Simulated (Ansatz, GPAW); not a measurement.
Given: the input of a run of Ansatz 0.2.0 on Au (Gold). 

The input input.yaml:

```yaml
crystal:
  lattice:
    - [0.0, 2.035, 2.035]
    - [2.035, 0.0, 2.035]
    - [2.035, 2.035, 0.0]
  atoms:
    - { symbol: Au, position: [0.0, 0.0, 0.0] }
kpoints:
  mp_grid: { grid: [11, 11, 11] }
scf:
  occupations: { method: gaussian, width: 0.028 }
hamiltonian:
  xc: pbe
  pseudopotentials: { kind: all_electron, lapw: { basis_error: 0.001 } }
output:
  forces: true
  stress: true
  eigenvalues: true
```

Potentials or basis: all-electron LAPW, scalar-relativistic.

Command:

```bash
$ ansatz run input.yaml --threads 1 --pin off --max-ram 3072MiB --backend cpu --events-out ev --progress --plain --runs-dir out
```

Task: What does the same run look like in GPAW 26.7.0 (ASE script)? Potentials or basis there: GPAW PAW data sets (gpaw-data 1.2.1), cutoff 600 eV.

Result: As run (cutoffs and basis follow the program's own potentials, and thresholds, step limits or extra output files can differ):

File run.py:

```python
from ase import Atoms
from ase.dft.bandgap import bandgap
from ase.io import write
from ase.units import GPa
from gpaw import GPAW, PW

atoms = Atoms(['Au'],
              cell=[[0.0, 2.035, 2.035],
                    [2.035, 0.0, 2.035],
                    [2.035, 2.035, 0.0]],
              scaled_positions=[[0.0, 0.0, 0.0]],
              pbc=True)

calc = GPAW(mode=PW(600),
            xc='PBE',
            kpts={'size': (11, 11, 11), 'gamma': True},
            occupations={'name': 'methfessel-paxton', 'order': 0, 'width': 0.028000000000000004},
            nbands=14,
            convergence={'density': 1e-05, 'energy': 1e-05},
            maxiter=150,
            txt='gpaw.txt')
atoms.calc = calc
energy = atoms.get_potential_energy()
forces = atoms.get_forces()
stress = atoms.get_stress()
calc.write('gs.gpw')
write('result.traj', atoms)
print(f'Energy: {energy:.6f} eV')
print('Forces (eV/A):')
print(forces.round(4))
print('Stress (GPa):', (stress / GPa).round(3))
print('Fermi level:', round(calc.get_fermi_level(), 4), 'eV')
print(f'Gap: {bandgap(calc)[0]:.4f} eV, direct: {bandgap(calc, direct=True)[0]:.4f} eV')
```

Potentials or basis: GPAW PAW data sets (gpaw-data 1.2.1), pw.

Command:

```sh
$ OMP_NUM_THREADS=1 python run.py
```

Both were run:

|  | Ansatz | GPAW |
| --- | --- | --- |
| Pressure | 10.8 GPa | 13.4 GPa |

Where Ansatz's input types no cutoff or centring, it takes its own default and a Γ-centred mesh.

The two runs disagree by more than potentials and bases usually give (in gap, levels, pressure or energy); the cause wasn't traced.

The cell lies far from this level's equilibrium.

Pressure is positive in compression.
